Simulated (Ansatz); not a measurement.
**BeO, response to strain**

Consider BeO in the wurtzite structure (space group P6_3mc, No. 186; a = 2.690 Å, c = 4.370 Å). Axes: x lies along a and z along c of the hexagonal cell.

Strains are applied to the cell and any free atomic positions relax; under biaxial strain the out-of-plane vector relaxes too; under stress the whole cell relaxes.

Level of theory: Ansatz (an electronic-structure program) r2SCAN, no SOC.

Notes on the quantities. pressure: mean of the normal stresses, compression positive.

```tsv
case	pressure	electron mass	shortest interatomic distance
base	0.00 GPa	0.53 mₑ along c, 0.61 mₑ across (at Γ)	3.104 bohr
biaxial strain −0.79 %, plane normal [001], relaxed out of plane	3.04 GPa	0.52 mₑ out of plane, 0.63 mₑ in plane (at Γ)	3.086 bohr
isotropic strain −0.91 %	6.50 GPa	0.55 mₑ along c, 0.63 mₑ across (at Γ)	3.076 bohr
isotropic strain +2.78 %	___	0.50 mₑ along c, 0.55 mₑ across (at Γ)	3.190 bohr
isotropic strain +3.99 %	___	0.48 mₑ along c, 0.53 mₑ across (at Γ)	3.227 bohr
uniaxial strain ε_yy = −3.33 %	8.15 GPa	0.62 mₑ along x, 0.70 mₑ along y, 0.52 mₑ along z (at Γ)	3.046 bohr
uniaxial strain ε_yy = +0.87 %	-1.92 GPa	0.54 mₑ along z, 0.60 mₑ across (at Γ)	3.112 bohr
uniaxial stress, 8 GPa compression along x	–	0.66 mₑ along x, 0.60 mₑ along y, 0.52 mₑ along z (at Γ)	3.082 bohr
tensor shear ε_yz = −1.68 %	0.07 GPa	–	3.085 bohr
tensor shear ε_xz = −3.08 %	0.25 GPa	–	___
```

Complete the table.


- isotropic strain +2.78 %, pressure: -15.90 GPa
- isotropic strain +3.99 %, pressure: -21.24 GPa
- tensor shear ε_xz = −3.08 %, shortest interatomic distance: 3.074 bohr

The levels and masses belong to the bands next to the band gap. Masses are band curvatures over ±0.01 Å⁻¹ around the edge. Beyond what the load breaks, stability against distortions was not tested.
